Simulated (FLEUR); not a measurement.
# ZnSe (Stilleite): single point with PBEsol

**Experimental background.**

From “Alloy Disordering Effects on the Thermal Conductivity and Energy Gap Temperature Dependence of Cd1−xZnxSe Ternary Crystals Grown by the Bridgman Method”, 2023, pmc:10253836, for a bulk crystal of ZnSe at 300 K: band gap 2.695 ± 0.003 eV (an exciton energy, a little under the gap).

Crystal: ZnSe (Stilleite).

```xyz
2
Lattice="0.0000 2.8338 2.8338 2.8338 0.0000 2.8338 2.8338 2.8338 0.0000" Properties=species:S:1:pos:R:3 pbc="T T T"
Se    4.2507    4.2507    4.2507
Zn    0.0000    0.0000    0.0000
```

```yaml
Program: FLEUR MaX-R8.1 (later development tree)
Task: single point
Functional: PBEsol
Potentials_or_basis: all-electron
Basis: FLAPW
Kmax: 4.71 1/bohr
k_mesh: 8 × 8 × 8
Occupations: fermi-dirac, width 0.05 eV
Spin: no spin polarisation
Gmax: 14.6 1/bohr
Muffin-tin_radii: Se 2.08, Zn 2.08 bohr
lmax: Se 9, Zn 9
lnonsphr: Se 9, Zn 9
Local_orbitals_a_species: Se 4, Zn 6
Max_iterations: 60
Mixing_factor: 0.05
Mixer: Anderson
Mixer_history: 15
Density_convergence: 1e-05 me/bohr^3
```

```
Band gap on the k mesh                                : 1.17 eV, direct
Valence electrons inside the program's atomic spheres : Se 13.54; Zn 18.28 (radii Se 2.08, Zn 2.08 bohr)
```

Levels at points of the mesh, in eV from the valence-band top:
```
           k point  band 14  band 15  band 16  band 17  band 18  band 19  band 20  band 21  band 22  band 23
(0.00, 0.00, 0.00)    -6.18    -6.18     0.00     0.00     0.00     1.17     5.75     5.75     5.75     9.75
(0.00, 0.00, 0.50)    -6.17    -6.03    -5.27    -0.87    -0.87     2.45     6.32     6.32     8.40    10.81
(0.00, 0.50, 0.50)    -6.14    -6.01    -4.78    -2.20    -2.20     2.85     3.38    10.60    11.18    11.18
```

Core levels (eV from the Fermi level):
```csv
atom,levels
1 Se,"1s1/2 -12484.9, 2s1/2 -1599.0, 2p1/2 -1434.1, 2p3/2 -1392.4, 3s1/2 -206.8, 3p1/2 -150.4, 3p3/2 -144.6"
2 Zn,"1s1/2 -9510.9, 2s1/2 -1152.9, 2p1/2 -1015.1, 2p3/2 -991.3"
```

It took 98 s on 1 thread of Intel(R) Xeon(R) Platinum 8375C CPU @ 2.90GHz (Ice Lake), with other jobs on the host, peak memory 0.07 GiB.

Against the measured gap of ZnSe, 2.695 eV (an exciton energy, a little under the gap; 300 K; “Alloy Disordering Effects on the Thermal Conductivity and Energy Gap Temperature Dependence of Cd1−xZnxSe Ternary Crystals Grown by the Bridgman Method”, 2023, pmc:10253836), the calculated 1.17 eV is off by -1.52 eV. So large a miss can be the level of theory's own, or it may mean another phase, state or a wrong row. Spin-orbit coupling on Se is left out. The value is that of PBEsol, without temperature or zero-point motion. Semilocal functionals fall short of measured gaps as a rule.
